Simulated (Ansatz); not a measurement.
## From formation energies to a reaction energy: Ga4P

These are results of Ansatz, DFT PBE, scalar-relativistic, plane waves, PAW, not measurements. Settings: cutoff 420 eV, Γ-centred meshes spaced at most about 0.3 Å⁻¹, and about 0.25 Å⁻¹ or finer for metals (2π included), Gaussian smearing. No spin polarisation.

The zero of energy is the elements' standard structures at the same level; no fitted shifts are applied. The references include black phosphorus.

All energies are static (0 K, no zero-point motion). The reference form of P is held partly by dispersion forces, which this level lacks.

A trial structure of Ga4P (reached from: SnI4 type (P-43m); relaxed: space group P-43m (No. 215), a = 4.715 Å) has a formation energy of 0.134 eV/atom. At its composition the lowest mixture among the elements and 1 reference phase computed alike (others may be missing) consists of these:

| phase | source | ΔE_f (eV/atom) |
| --- | --- | --- |
| Ga (solid) | element | -0.001 |
| GaP (F-43m) | Materials Project | -0.432 |

The lowest database cell of Ga (-0.001) lies slightly below the reference, hence the non-zero entry.

Question: Write the balanced decomposition and find its energy per atom, per formula unit and per mole of formula units.

Answer: Balancing Ga and P gives Ga4P → 3 Ga + GaP. The left side holds 5 atoms, and the products take 3/5 (Ga) and 2/5 (GaP) of them. The mixture therefore lies at 3/5 × (-0.001) + 2/5 × (-0.432) = -0.173 eV/atom. The reaction energy is -0.173 − (0.134) = -0.307 eV/atom. Times 5 atoms that is -1.535 eV per Ga4P, and times 96.485 it is -148 kJ per mole of Ga4P. Decomposition is downhill, so the trial structure is unstable against this mixture.
